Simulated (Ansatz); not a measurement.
Runs of Ansatz 0.2.0 on Pb. The structure is cubic, space group Fm-3m (No. 225). Conventional cell: a = 4.950 Å, b = 4.950 Å, c = 4.950 Å, α = 90.00°, β = 90.00°, γ = 90.00°. Pb (site symmetry m-3m) is surrounded by 12 Pb at 3.50 Å. 

```csv
task,level,potentials or basis,cell,k mesh,cutoff (eV),atoms under strain,points for each segment of the path,gap on the mesh (eV),pressure (GPa),V0 of scaled cells (Å³/atom),B0 (GPa)
elastic constants,PBE,Ansatz PAW,as given,8 × 8 × 8,420,relaxed,-,none,(a),-,-
equation of state,r2SCAN+rVV10,Ansatz PAW,as given,9 × 9 × 9,500,-,-,-,-,30.33,49
relaxation of cell and atoms,r2SCAN+D3(BJ),Ansatz PAW,relaxed,9 × 9 × 9,500,-,-,-,0.0,-,-
equation of state,PBE,Ansatz PAW earlier set,as given,9 × 9 × 9,580,-,-,-,-,(c),(b)
equation of state,LDA,PseudoDojo LDA,as given,9 × 9 × 9,762,-,-,-,-,28.99,55
equation of state,revPBE+D3(BJ),Ansatz PAW,as given,9 × 9 × 9,420,-,-,-,-,29.94,48
band structure,PBE,Ansatz PAW earlier set,as given,9 × 9 × 9,700,-,14,none,2.3,-,-
elastic constants,r2SCAN,Ansatz PAW,as given,8 × 8 × 8,500,clamped,-,none,1.5,-,-
```

Alike in all rows: no spin polarisation; smearing fermi-dirac 0.05 eV.

Problem. Fill in the values left out.

Solution. (a) 2.6; (b) 40; (c) 31.90.

Caveats: elastic constants of metals need much finer meshes, so these are rough (some runs); the PAW data sets come from PBE, with cores solved anew for the run's functional, which leaves a small shift of forces and pressure (some runs); the PAW data sets were made with another functional, which shifts forces and pressure a little (some runs); the plane-wave basis is chosen anew once the cell has moved, so the energies of steps on either side of that aren't comparable (some runs); the dispersion damping was fitted for another functional or another form of the correction (some runs); the potentials were made for another functional, which shifts forces and pressure (some runs); spin-orbit coupling is left out, which moves the levels of the heavy elements (some runs).

A k mesh can miss the band edges, and the runs leave out spin-orbit coupling on Pb.

A gap of «none» marks a metal or a gap under the smearing width.

The runs don't all hold the same shells in valence.
